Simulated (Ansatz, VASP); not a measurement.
One calculation of Si, two programs

File INCAR:

```
ALGO = Fast
EDIFF = 1E-6
ENCUT = 520
GGA = PE
ISIF = 2
ISMEAR = 0
LASPH = True
LCHARG = False
LREAL = False
LWAVE = False
NBANDS = 11
NELM = 100
PREC = Accurate
SIGMA = 0.1
```

The input KPOINTS:

```
k-points
0
Gamma
  16 16 8
```

File POSCAR:

```
Si
1.0
    2.7014561827     -0.0241767880      0.0000000000
   -1.3716658039      2.3757876290      0.0000000000
    0.0000000000      0.0000000000      4.8609126615
Si
2
Direct
    0.2900143669      0.6450071884      0.2500000000
    0.7099856331      0.3549928116      0.7500000000
```

Input for Ansatz:

```yaml
crystal:
  lattice:
    - [2.7014561827, -0.024176788, 0.0]
    - [-1.3716658039, 2.375787629, 0.0]
    - [0.0, 0.0, 4.8609126615]
  atoms:
    - { symbol: Si, position: [0.2900143669, 0.6450071884, 0.25] }
    - { symbol: Si, position: [0.7099856331, 0.3549928116, 0.75] }
basis:
  ecutwfc: 420
kpoints:
  mp_grid: { grid: [16, 16, 8] }
hamiltonian:
  xc: pbe
scf:
  occupations: { method: gaussian, width: 0.1 }
output:
  forces: true
  stress: true
  eigenvalues: true
```

Alike in both runs: task single point; functional PBE; k mesh 16 × 16 × 8; occupations gaussian, width 0.1 eV; no spin polarisation.

|  | VASP | Ansatz |
| --- | --- | --- |
| version | VASP 6.6.1 | Ansatz 0.2.0 |
| potentials or method | VASP PAW PBE potentials, release 64 (Si) | scalar-relativistic, plane waves, PAW |
| plane-wave cutoff (eV) | 520 | 420 |
| valence electrons in the cell | 8 | 8 |

VASP gave:

| Property | Result |
| --- | --- |
| gap on the k mesh at the Fermi level (eV) | none |
| pressure (GPa) | -5.3 |
| largest component of the traceless stress (GPa) | 2.15 |
| rms of the force components (eV/Å) | 0.112 |

Which values does Ansatz return?

gap on the k mesh at the Fermi level (eV): none; pressure (GPa): -5.3; largest component of the traceless stress (GPa): 2.16; rms of the force components (eV/Å): 0.111.

Atom by atom the forces differ by 0.001 eV/Å (rms over components). A gap of «none» marks a metal or a gap that the smearing closes. The functional is the same, so the differences come from potentials, cutoffs and numerics. Ansatz warned: «structure_snapped_to_symmetry».
